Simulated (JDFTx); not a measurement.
# WC (Qusongite): single point with PBE

The system is WC (Qusongite).

```
W C
1.0
     2.90650    0.00000    0.00000
    -1.45325    2.51710    0.00000
     0.00000    0.00000    2.83660
W C
1 1
Direct
  0.00000 0.00000 0.00000
  0.66667 0.33333 0.50000
```

```
Program             : JDFTx 1.7.0 (patched build)
Task                : single point
Functional          : PBE
Potentials or basis : PseudoDojo-SR-PBE-0.4.1-standard with smoothed tails
Cutoff              : 1116 eV
Density cutoff      : 8925 eV
k mesh              : 10 × 10 × 9
Occupations         : fermi-dirac, width 0.05 eV
Spin                : no spin polarisation
```

The pressure is 5.7 GPa. The band gap on the k mesh is none (metal or under the smearing width) and the loewdin charges are W +0.79; C -0.71 e.

Stress tensor (GPa, compression positive):
```
5.98 0.00 0.00
0.00 5.98 0.00
0.00 0.00 5.28
```

Levels at points of the mesh, in eV from the Fermi level:
| k point | band 5 | band 6 | band 7 | band 8 | band 9 | band 10 | band 11 | band 12 |
| --- | --- | --- | --- | --- | --- | --- | --- | --- |
| (0.00, 0.00, 0.00) | -14.46 | -4.30 | -3.34 | -3.34 | 0.07 | 3.24 | 3.24 | 5.61 |
| (0.00, 0.50, 0.00) | -11.11 | -7.04 | -3.63 | -3.56 | -0.48 | 2.35 | 4.54 | 4.87 |

It took 25 s on 1 thread of AMD EPYC 9R45 96-Core Processor (Zen 5), with other jobs on the host, peak memory 0.15 GiB.

Spin-orbit coupling is left out, which matters for the levels of W.
